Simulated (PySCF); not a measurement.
A geometry optimisation, step by step.

Compound: N,N-dimethylacetamide, C4H9NO.
Bonds: C1–C2, C2–O3 (double), C2–N4, N4–C5, N4–C6. Hydrogens: H7, H8, H9 on C1; H10, H11, H12 on C5; H13, H14, H15 on C6.

Computed by this run: PySCF, PBE0-D3(BJ)/def2-SVP geometry optimisation, gas phase; density fitting, grid level 1; the optimiser is geomeTRIC in internal coordinates, started from an MMFF94s structure. 6 of its 12 geometries are shown. The frame can shift and turn from step to step; on so coarse a grid that alone can change the energy by a few meV, and forces under 0.02 eV/Å are noise.

Step 0: E = -7817.6486 eV, largest atomic force 1.257 eV/Å
```
atom  x, y, z in Å  |  force x, y, z in eV/Å
C1      1.986   -0.402    0.055   -0.086   0.086  -0.006
C2      0.904    0.646   -0.006   -0.099   1.044  -0.042
O3      1.210    1.839   -0.045   -0.666  -1.066   0.029
N4     -0.412    0.206   -0.016    0.976   0.448   0.002
C5     -0.830   -1.187    0.028    0.140   1.032  -0.037
C6     -1.483    1.188   -0.075    0.343  -0.629   0.033
H7      1.894   -0.986    0.975    0.014  -0.323   0.102
H8      2.966    0.086    0.057   -0.065   0.189  -0.009
H9      1.930   -1.054   -0.820    0.019  -0.331  -0.077
H10    -1.418   -1.404   -0.869   -0.248  -0.257  -0.183
H11     0.007   -1.884    0.072    0.200   0.023   0.003
H12    -1.454   -1.336    0.914   -0.255  -0.243   0.192
H13    -1.108    2.214   -0.106    0.391  -0.058   0.010
H14    -2.115    1.071    0.810   -0.336   0.050   0.178
H15    -2.079    1.004   -0.974   -0.328   0.035  -0.195
```

Step 2: E = -7817.7201 eV, largest atomic force 0.353 eV/Å
```
atom  x, y, z in Å  |  force x, y, z in eV/Å
C1      1.991   -0.252    0.258   -0.098  -0.186  -0.028
C2      0.805    0.689    0.262    0.316   0.093  -0.127
O3      0.978    1.863    0.535   -0.298   0.036  -0.018
N4     -0.422    0.181   -0.084    0.039   0.002   0.092
C5     -0.713   -1.214   -0.285   -0.007   0.004   0.076
C6     -1.559    1.065   -0.109   -0.013   0.039  -0.009
H7      1.930   -0.971    1.089    0.027  -0.040   0.012
H8      2.891    0.359    0.385   -0.033   0.013   0.026
H9      2.073   -0.823   -0.680    0.010   0.000   0.013
H10    -1.221   -1.375   -1.252    0.021   0.013  -0.021
H11     0.197   -1.822   -0.273    0.015   0.018  -0.019
H12    -1.384   -1.600    0.506    0.014   0.015  -0.016
H13    -1.203    2.097   -0.012    0.030  -0.005   0.013
H14    -2.257    0.851    0.720   -0.008  -0.013  -0.004
H15    -2.107    0.952   -1.059   -0.013   0.011   0.010
```

Step 4: E = -7817.7252 eV, largest atomic force 0.223 eV/Å
```
atom  x, y, z in Å  |  force x, y, z in eV/Å
C1      1.985   -0.257    0.269   -0.009   0.042   0.067
C2      0.808    0.698    0.241   -0.026  -0.014  -0.221
O3      0.956    1.883    0.474    0.070  -0.043   0.070
N4     -0.419    0.179   -0.090   -0.023  -0.016   0.146
C5     -0.709   -1.215   -0.295    0.038   0.028  -0.014
C6     -1.556    1.064   -0.097   -0.026   0.013  -0.023
H7      1.917   -0.955    1.118   -0.020  -0.013  -0.002
H8      2.886    0.353    0.392    0.012  -0.002   0.002
H9      2.071   -0.852   -0.652    0.008   0.021  -0.013
H10    -1.221   -1.366   -1.261   -0.004  -0.010  -0.001
H11     0.206   -1.816   -0.301    0.009  -0.012   0.002
H12    -1.371   -1.613    0.497   -0.002   0.017   0.013
H13    -1.192    2.092    0.011   -0.011  -0.006  -0.015
H14    -2.246    0.842    0.737   -0.001  -0.024  -0.004
H15    -2.116    0.962   -1.042   -0.013   0.020  -0.006
```

Step 7: E = -7817.7283 eV, largest atomic force 0.053 eV/Å
```
atom  x, y, z in Å  |  force x, y, z in eV/Å
C1      1.984   -0.256    0.264   -0.002  -0.001   0.016
C2      0.810    0.700    0.231    0.004   0.006  -0.035
O3      0.964    1.882    0.475    0.004   0.004  -0.012
N4     -0.420    0.182   -0.090   -0.009  -0.006   0.052
C5     -0.705   -1.213   -0.288    0.003   0.001  -0.003
C6     -1.560    1.063   -0.100    0.000   0.000  -0.005
H7      1.898   -0.966    1.102   -0.004  -0.009  -0.008
H8      2.886    0.349    0.410   -0.002   0.000   0.007
H9      2.086   -0.838   -0.664    0.004   0.009  -0.007
H10    -1.222   -1.373   -1.250    0.000  -0.001   0.001
H11     0.211   -1.813   -0.295    0.001  -0.001   0.001
H12    -1.362   -1.606    0.510   -0.001  -0.002   0.000
H13    -1.201    2.093    0.009    0.000   0.000   0.003
H14    -2.251    0.835    0.732   -0.002  -0.006  -0.005
H15    -2.119    0.963   -1.046    0.003   0.005  -0.004
```

Step 9: E = -7817.7319 eV, largest atomic force 0.090 eV/Å
```
atom  x, y, z in Å  |  force x, y, z in eV/Å
C1      1.986   -0.246    0.260    0.004   0.020   0.052
C2      0.811    0.709    0.206   -0.015  -0.012  -0.088
O3      0.966    1.902    0.390    0.040  -0.019   0.026
N4     -0.423    0.175   -0.067   -0.034   0.011   0.035
C5     -0.704   -1.221   -0.263    0.023   0.000  -0.001
C6     -1.564    1.055   -0.097   -0.007  -0.006   0.001
H7      1.869   -0.987    1.066    0.007  -0.009  -0.008
H8      2.878    0.357    0.460    0.004   0.000  -0.002
H9      2.127   -0.792   -0.685   -0.016   0.011  -0.007
H10    -1.230   -1.382   -1.220    0.000   0.003  -0.001
H11     0.216   -1.815   -0.283    0.005  -0.004   0.006
H12    -1.350   -1.619    0.541    0.000   0.002   0.003
H13    -1.208    2.082    0.044   -0.009   0.000  -0.006
H14    -2.280    0.807    0.708    0.001  -0.005  -0.004
H15    -2.094    0.976   -1.062   -0.003   0.009  -0.005
```

Step 11: E = -7817.7329 eV, largest atomic force under 0.02 eV/Å
```
atom  x, y, z in Å  |  force x, y, z in eV/Å
C1      1.986   -0.242    0.255    0.000   0.001   0.004
C2      0.811    0.712    0.197    0.001   0.000  -0.009
O3      0.970    1.907    0.365    0.002  -0.001   0.003
N4     -0.426    0.174   -0.054   -0.003   0.002   0.002
C5     -0.700   -1.223   -0.247    0.001  -0.001   0.000
C6     -1.569    1.051   -0.098    0.000  -0.002   0.002
H7      1.863   -1.002    1.041    0.002   0.000   0.000
H8      2.875    0.359    0.477    0.000   0.001  -0.002
H9      2.139   -0.764   -0.701   -0.003   0.000  -0.001
H10    -1.226   -1.389   -1.204    0.002   0.000  -0.001
H11     0.221   -1.814   -0.265    0.000   0.000   0.003
H12    -1.345   -1.622    0.558   -0.001   0.001  -0.001
H13    -1.219    2.079    0.057    0.000   0.000   0.001
H14    -2.298    0.793    0.691   -0.001  -0.001  -0.001
H15    -2.081    0.982   -1.073    0.000   0.001  -0.001
```

**Question.** Summarise the path.

**Answer.** The energy falls by 0.0842 eV from step 0 to step 11; nine tenths of that is first reached at step 4. It rises by more than 0.2 meV at steps 3 and 5. The largest force goes from 1.257 to under 0.02 eV/Å. Among the bonds N4–C5 changes most, from 1.455 to 1.437 Å; the atoms move by 0.053 Å rms after alignment.

**Question.** Follow the three bonds and two angles with the largest change from start to end.

**Answer.** 
```json
{"step": "0", "E above end (eV)": "0.0842", "largest force (eV/Å)": "1.257", "N4–C5 (Å)": "1.455", "C2–N4 (Å)": "1.388", "C2=O3 (Å)": "1.232", "N4–C6–H13 (°)": "112.5", "N4–C5–H12 (°)": "108.6"}
{"step": "1", "E above end (eV)": "0.0364", "largest force (eV/Å)": "0.611", "N4–C5 (Å)": "1.435", "C2–N4 (Å)": "1.365", "C2=O3 (Å)": "1.216", "N4–C6–H13 (°)": "109.1", "N4–C5–H12 (°)": "109.5"}
{"step": "2", "E above end (eV)": "0.0127", "largest force (eV/Å)": "0.353", "N4–C5 (Å)": "1.439", "C2–N4 (Å)": "1.372", "C2=O3 (Å)": "1.217", "N4–C6–H13 (°)": "108.7", "N4–C5–H12 (°)": "111.1"}
{"step": "3", "E above end (eV)": "0.0172", "largest force (eV/Å)": "0.400", "N4–C5 (Å)": "1.439", "C2–N4 (Å)": "1.372", "C2=O3 (Å)": "1.218", "N4–C6–H13 (°)": "108.2", "N4–C5–H12 (°)": "111.8"}
{"step": "4", "E above end (eV)": "0.0077", "largest force (eV/Å)": "0.223", "N4–C5 (Å)": "1.438", "C2–N4 (Å)": "1.373", "C2=O3 (Å)": "1.217", "N4–C6–H13 (°)": "108.2", "N4–C5–H12 (°)": "111.6"}
{"step": "5", "E above end (eV)": "0.0088", "largest force (eV/Å)": "0.162", "N4–C5 (Å)": "1.437", "C2–N4 (Å)": "1.373", "C2=O3 (Å)": "1.217", "N4–C6–H13 (°)": "108.4", "N4–C5–H12 (°)": "111.2"}
{"step": "6", "E above end (eV)": "0.0053", "largest force (eV/Å)": "0.058", "N4–C5 (Å)": "1.437", "C2–N4 (Å)": "1.372", "C2=O3 (Å)": "1.217", "N4–C6–H13 (°)": "108.4", "N4–C5–H12 (°)": "111.3"}
{"step": "7", "E above end (eV)": "0.0045", "largest force (eV/Å)": "0.053", "N4–C5 (Å)": "1.437", "C2–N4 (Å)": "1.372", "C2=O3 (Å)": "1.217", "N4–C6–H13 (°)": "108.3", "N4–C5–H12 (°)": "111.3"}
{"step": "8", "E above end (eV)": "0.0032", "largest force (eV/Å)": "0.064", "N4–C5 (Å)": "1.437", "C2–N4 (Å)": "1.372", "C2=O3 (Å)": "1.217", "N4–C6–H13 (°)": "108.2", "N4–C5–H12 (°)": "111.4"}
{"step": "9", "E above end (eV)": "0.0010", "largest force (eV/Å)": "0.090", "N4–C5 (Å)": "1.437", "C2–N4 (Å)": "1.372", "C2=O3 (Å)": "1.217", "N4–C6–H13 (°)": "108.2", "N4–C5–H12 (°)": "111.4"}
{"step": "10", "E above end (eV)": "0.0001", "largest force (eV/Å)": "0.041", "N4–C5 (Å)": "1.437", "C2–N4 (Å)": "1.372", "C2=O3 (Å)": "1.217", "N4–C6–H13 (°)": "108.2", "N4–C5–H12 (°)": "111.4"}
{"step": "11", "E above end (eV)": "0.0000", "largest force (eV/Å)": "under 0.02", "N4–C5 (Å)": "1.437", "C2–N4 (Å)": "1.372", "C2=O3 (Å)": "1.217", "N4–C6–H13 (°)": "108.2", "N4–C5–H12 (°)": "111.4"}
```

What follows is the cost of the whole optimisation. The run took about 60 s of CPU time (one thread, shared machine).
